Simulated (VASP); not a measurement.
All values below come from optB86b-vdW, VASP's PBE PAW potentials (set 64) (plane waves; VASP 6.6.1).

VASP input:

**POSCAR**
```
CaF2
1
    0.0000000000     2.6744030115     2.6744030115
    2.6744030115     0.0000000000     2.6744030115
    2.6744030115     2.6744030115     0.0000000000
Ca F
1 2
Direct
  1.0000000000   0.0000000000   0.0000000000
  0.2500000000   0.2500000000   0.2500000000
  0.7500000000   0.7500000000   0.7500000000
```

### INCAR
```
SYSTEM = CaF2
PREC = Accurate
ENCUT = 520
EDIFF = 1E-7
NELM = 100
ALGO = Normal
LREAL = .FALSE.
LASPH = .TRUE.
ISMEAR = 0
SIGMA = 0.05
GGA = MK
PARAM1 = 0.1234
PARAM2 = 1.0
LUSE_VDW = .TRUE.
AGGAC = 0.0
LWAVE = .FALSE.
LCHARG = .FALSE.
ISIF = 2
```

File KPOINTS:
```
Regular mesh
0
Gamma
7 7 7
0 0 0
```

POTCAR, in this order: Ca_sv F (PBE.64 set). Program: vasp_std.

Output of the run:

**OUTCAR**
```
 ion  position               nearest neighbor table
   1  0.000  0.000  0.000-   3 2.32   3 2.32   3 2.32   2 2.32   2 2.32   2 2.32   3 2.32   2 2.32
  LATTYP: Found a face centered cubic cell.
 ALAT       =     5.3488060230
 Subroutine PRICEL returns:
 Original cell was already a primitive cell.
 Subroutine GETGRP returns: Found 48 space group operations
The static configuration has the point symmetry O_h .
The dynamic configuration has the point symmetry O_h .
 Subroutine INISYM returns: Found 48 space group operations
 Subroutine IBZKPT returns following result:
 Found     20 irreducible k-points:

 Following reciprocal coordinates:
            Coordinates               Weight
  0.000000  0.000000  0.000000      1.000000
  0.142857  0.000000  0.000000      8.000000
  0.285714  0.000000  0.000000      8.000000
  0.428571  0.000000  0.000000      8.000000
  0.142857  0.142857  0.000000      6.000000
  0.285714  0.142857  0.000000     24.000000
  0.428571  0.142857  0.000000     24.000000
 -0.428571  0.142857  0.000000     24.000000
 -0.285714  0.142857  0.000000     24.000000
 -0.142857  0.142857  0.000000     12.000000
  0.285714  0.285714  0.000000      6.000000
  0.428571  0.285714  0.000000     24.000000
 -0.428571  0.285714  0.000000     24.000000
 -0.285714  0.285714  0.000000     12.000000
  0.428571  0.428571  0.000000      6.000000
 -0.428571  0.428571  0.000000     12.000000
  0.428571  0.285714  0.142857     24.000000
 -0.428571  0.285714  0.142857     48.000000
 -0.428571  0.428571  0.142857     24.000000
 -0.285714  0.428571  0.142857     24.000000
   k-points           NKPTS =     20   k-points in BZ     NKDIM =     20   number of bands    NBANDS=     16
   number of dos      NEDOS =    301   number of ions     NIONS =      3
   total plane-waves  NPLWV =  21952
   dimension x,y,z NGX =    28 NGY =   28 NGZ =   28
   dimension x,y,z NGXF=    56 NGYF=   56 NGZF=   56
...
```

OSZICAR:
```
       N       E                     dE             d eps       ncg     rms          rms(c)
DAV:   1     0.229942984949E+03    0.22994E+03   -0.14050E+04   640   0.155E+03
DAV:   2    -0.311481475715E+01   -0.23306E+03   -0.22728E+03   816   0.396E+02
DAV:   3    -0.123755220816E+02   -0.92607E+01   -0.92528E+01   808   0.897E+01
DAV:   4    -0.126892226255E+02   -0.31370E+00   -0.31366E+00  1032   0.123E+01
DAV:   5    -0.126911521207E+02   -0.19295E-02   -0.19294E-02   760   0.105E+00    0.789E+00
DAV:   6    -0.113927838312E+02    0.12984E+01   -0.68046E+00   664   0.190E+01    0.302E+00
DAV:   7    -0.113856068678E+02    0.71770E-02   -0.17799E-01   824   0.388E+00    0.162E+00
DAV:   8    -0.113916664609E+02   -0.60596E-02   -0.29961E-02   688   0.220E+00    0.184E-01
DAV:   9    -0.113940934133E+02   -0.24270E-02   -0.60890E-03   872   0.620E-01    0.127E-01
DAV:  10    -0.113946145573E+02   -0.52114E-03   -0.62790E-04   736   0.209E-01    0.376E-02
DAV:  11    -0.113946119633E+02    0.25940E-05   -0.12562E-04   848   0.109E-01    0.903E-03
DAV:  12    -0.113946153757E+02   -0.34124E-05   -0.12573E-05   792   0.333E-02    0.224E-03
DAV:  13    -0.113946157211E+02   -0.34536E-06   -0.21770E-06   936   0.115E-02    0.273E-03
DAV:  14    -0.113946154743E+02    0.24673E-06   -0.47978E-07   792   0.713E-03    0.423E-04
DAV:  15    -0.113946154784E+02   -0.40354E-08   -0.17065E-08   488   0.134E-03
   1 F= -.11394615E+02 E0= -.11394615E+02  d E =-.922945E-18
```

### OUTCAR
```
------------------------ aborting loop because EDIFF is reached ----------------------------------------
  FORCE on cell =-STRESS in cart. coord.  units (eV):
  Direction    XX          YY          ZZ          XY          YZ          ZX
  --------------------------------------------------------------------------------------
  Total        1.4159837      1.4159837      1.4159837      0.0000000      0.0000000      0.0000000
  in kB       59.3004905     59.3004905     59.3004905      0.0000000      0.0000000      0.0000000
  external PRESSURE =      59.3004905 kB  Pullay stress =       0.0000000 kB
  volume of cell :       38.26
      direct lattice vectors                 reciprocal lattice vectors
     0.000000000  2.674403011  2.674403011    -0.186957612  0.186957612  0.186957612
     2.674403011  0.000000000  2.674403011     0.186957612 -0.186957612  0.186957612
     2.674403011  2.674403011  0.000000000     0.186957612  0.186957612 -0.186957612
 POSITION                                       TOTAL-FORCE (eV/Angst)
 -----------------------------------------------------------------------------------
      0.00000      0.00000      0.00000         0.000000     -0.000000     -0.000000
      1.33720      1.33720      1.33720        -0.000000      0.000000     -0.000000
      4.01160      4.01160      4.01160        -0.000000     -0.000000      0.000000
 -----------------------------------------------------------------------------------
    total drift:                                0.000000      0.000000      0.000000
  FREE ENERGIE OF THE ION-ELECTRON SYSTEM (eV)
  ---------------------------------------------------
  free  energy   TOTEN  =       -11.3946154784 eV

  energy  without entropy=      -11.3946154784  energy(sigma->0) =      -11.39461548
```
(Selected blocks of OUTCAR.)

The compound is CaF2 in the fluorite structure. This cell is one point of a volume scan, at 0.94 of the reference volume.
